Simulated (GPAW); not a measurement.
**InSe: band structure with r2SCAN**

The system is InSe.

```
CELL_PARAMETERS angstrom
2.00000 1.15470 8.44000
-2.00000 1.15470 8.44000
0.00000 -2.30940 8.44000
ATOMIC_POSITIONS crystal
In 0.88860 0.88860 0.88860
In 0.00000 0.00000 0.00000
Se 0.17190 0.17190 0.17190
Se 0.38350 0.38350 0.38350
```

```yaml
Program: GPAW 26.7.0
Task: band structure
Functional: r2SCAN
Potentials_or_basis: GPAW PAW data sets (gpaw-data 1.2.1)
Cutoff: 600 eV
Basis: pw
k_mesh: 5 × 5 × 5
Occupations: fermi-dirac, width 0.05 eV
Spin: no spin polarisation
Ranks: 4
Maxiter: 150
Band_path: GLB1,BZGX,QFP1Z,LP
Band_points: 80
```

- Pressure: 1.0 GPa
- Largest force: 0.257 eV/Å
- Band gap along the path: 0.85 eV, direct

Forces on the atoms (eV/Å):
```
In   0.000  0.000  0.257
In   0.000  0.000 -0.240
Se   0.000  0.000 -0.024
Se   0.000  0.000  0.007
```

Stress tensor (GPa, compression positive):
```
1.42 0.00 0.00
0.00 1.42 0.00
0.00 0.00 0.16
```

Levels at the corners of the path, in eV from the valence-band top:
```tsv
point	band 15	band 16	band 17	band 18	band 19	band 20	band 21	band 22	band 23	band 24
Γ	-1.51	-1.37	-1.37	-1.28	-1.28	2.04	2.56	4.73	4.73	5.64
L	-3.56	-2.44	-2.44	-2.34	-1.72	1.50	2.29	4.00	4.36	5.13
B1	-4.12	-3.78	-2.60	-2.32	-1.81	1.97	2.78	3.71	4.78	6.20
B	-4.12	-3.78	-2.60	-2.32	-1.81	1.97	2.78	3.71	4.78	6.20
Z	-1.45	-1.45	-1.21	-1.21	0.00	0.85	2.61	4.65	4.65	6.07
Γ	-1.51	-1.37	-1.37	-1.28	-1.28	2.04	2.56	4.73	4.73	5.64
X	-4.12	-3.80	-2.64	-2.30	-1.79	2.01	2.70	3.74	4.75	6.22
Q	-4.12	-3.80	-2.64	-2.30	-1.79	2.01	2.70	3.74	4.75	6.22
F	-3.31	-2.73	-2.60	-2.15	-1.55	1.51	2.26	3.67	3.98	4.72
P1	-3.35	-2.65	-2.57	-2.18	-1.67	1.73	2.09	3.73	4.15	4.80
Z	-1.45	-1.45	-1.21	-1.21	0.00	0.85	2.61	4.65	4.65	6.07
L	-3.56	-2.44	-2.44	-2.34	-1.72	1.50	2.29	4.00	4.36	5.13
P	-3.35	-2.65	-2.57	-2.18	-1.67	1.73	2.09	3.73	4.15	4.80
```

Wall time 5.7 min on 4 MPI ranks on Intel(R) Xeon(R) 6975P-C (Granite Rapids) (shared host), peak memory 0.6 GiB a rank.

Caveat: the PAW data sets were made with another functional, which shifts forces and pressure a little; spin-orbit coupling is left out, which moves the levels of the heavy elements; the program warned that so skewed a cell can give wrong results.
